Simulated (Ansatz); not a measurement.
Input and command of a calculation in Ansatz (plane waves; scalar-relativistic PAW potentials unless the input names others):

```yaml
crystal:
  lattice:
    - [2.1930005584, 1.4948570377, 10.1941579129]
    - [-2.1930005584, 1.4948570377, 10.1941579129]
    - [0.0, -2.3035313504, 10.1086941742]
  atoms:
    - { symbol: Bi, position: [0.4, 0.4, 0.4] }
    - { symbol: Bi, position: [0.6, 0.6, 0.6] }
    - { symbol: Te, position: [0.0, 0.0, 0.0] }
    - { symbol: Te, position: [0.2095, 0.2095, 0.2095] }
    - { symbol: Te, position: [0.7905, 0.7905, 0.7905] }
basis:
  ecutwfc: "20 eV"
kpoints:
  mp_grid: { grid: [12, 12, 12] }
hamiltonian:
  xc: lda
scf:
  occupations: { method: gaussian, width: 0.03 }
  max_iter: 100
output:
  forces: true
  eigenvalues: true
  stress: true
```

```bash
ansatz run input.yaml --threads 1 --pin off --max-ram 2560MiB --backend cpu --events-out ev --progress --plain --runs-dir out
```

Will this input run?

The program refuses it, because of a cutoff far too low (basis.ecutwfc: 420 → "20 eV"). With the sound run's settings it is accepted.

Abridged log:
```
Error: inconsistent input (basis.ecutwfc, kpoints): the smallest per-k basis holds n_pw = 30 plane waves (k-point 39, counted from 0 among those solved) but the deck needs at least 40 band(s) per channel, and no run solves more bands than the smallest per-k basis has plane waves; raise basis.ecutwfc until the smallest per-k basis, which caps the automatic band count, holds at least 40 plane waves
```